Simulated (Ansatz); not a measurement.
## V under changes of volume

One of the cells (13.891 Å³/atom); the others are scaled copies at fixed shape and fractional positions:

```
CELL_PARAMETERS angstrom
-1.51435 1.51435 1.51435
1.51435 -1.51435 1.51435
1.51435 1.51435 -1.51435
ATOMIC_POSITIONS crystal
V 0.00000 0.00000 0.00000
```

```yaml
Program: Ansatz 0.2.0
Functional: LDA
Potentials_or_basis: all-electron LAPW, scalar-relativistic
Cutoff: 257 eV (chosen from the basis error)
Basis_error_allowed: 0.001 eV/atom
k_mesh: 12 × 12 × 12
Occupations: fermi-dirac, width 0.05 eV
Spin: collinear spin, ferromagnetic start
Starting_moments: "[2.0] μB"
```

```tsv
volume (Å³/atom)	energy over the lowest point (meV/atom)	pressure (GPa)
13.058	0.00	-8.3
13.336	17.66	-11.8
13.613	?	?
13.891	69.43	-17.8
14.169	102.59	-20.4
14.447	140.01	-22.7
14.725	181.28	-24.8
```

What does the run at 13.613 Å³/atom give?

Energy over the lowest point 40.97 meV/atom; pressure -14.9 GPa.

Worked out: A Birch-Murnaghan fit of order 3 (a polynomial in V^(-2/3)) to the other rows has no minimum within the range. It gives 40.93 meV/atom at 13.613 Å³/atom, against the run's 40.97, and -dE/dV = -15.0 GPa, against -14.9.

Energies are extrapolated to zero smearing.

Caveats: the starting moments weren't kept.
